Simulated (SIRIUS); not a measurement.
## CdS under changes of volume

One of the cells (45.635 Å³/atom); the others are scaled copies at fixed shape and fractional positions:

```
Cd S
1.0
     4.26117    0.00000    0.00000
    -2.13058    3.69028    0.00000
     0.00000    0.00000    5.80417
Cd S
1 1
Direct
  0.00000 0.00000 0.44269
  0.66667 0.33333 0.43431
```

Measurements of this composition are mostly on another form, of space group No. 186.

- Program: SIRIUS 7.12.0
- Functional: PBEsol
- Potentials or basis: PseudoDojo 0.4.1 PBEsol standard (scalar relativistic)
- Cutoff: 1388 eV
- Density cutoff: 5552 eV
- k mesh: 7 × 7 × 5
- Occupations: fermi-dirac, width 0.05 eV
- Spin: no spin polarisation

```csv
volume (Å³/atom),energy over the lowest point (meV/atom),pressure (GPa),gap on the mesh (eV),largest force (eV/Å)
42.897,0.00,0.3,1.52,0.001
43.810,0.13,-0.4,1.49,0.007
44.722,3.83,-1.0,1.46,0.012
45.635,?,?,?,?
46.548,20.43,-2.0,1.38,0.021
47.460,32.66,-2.4,1.31,0.025
48.373,47.12,-2.7,1.23,0.028
```

What does the run at 45.635 Å³/atom give?

Energy over the lowest point 10.71 meV/atom; pressure -1.5 GPa; gap on the mesh 1.42 eV; largest force 0.017 eV/Å.

Worked out: A Birch-Murnaghan fit of order 3 (a polynomial in V^(-2/3)) to the other rows has its minimum at 43.32 Å³/atom with B0 = V·E''(V) = 32 GPa and B' = 4.6 at fixed shape and positions, which overstates the stiffness. It gives 10.72 meV/atom at 45.635 Å³/atom, against the run's 10.71, and -dE/dV = -1.5 GPa, against -1.5. A parabola through the other rows of the gap, of slope -2.38 eV per unit of ln V there, gives 1.42 eV, against the run's 1.42.

Energies are extrapolated to zero smearing.

Caveats: an odd mesh through Γ misses points on the zone boundary, where band edges often lie. Spin-orbit coupling on Cd is left out.
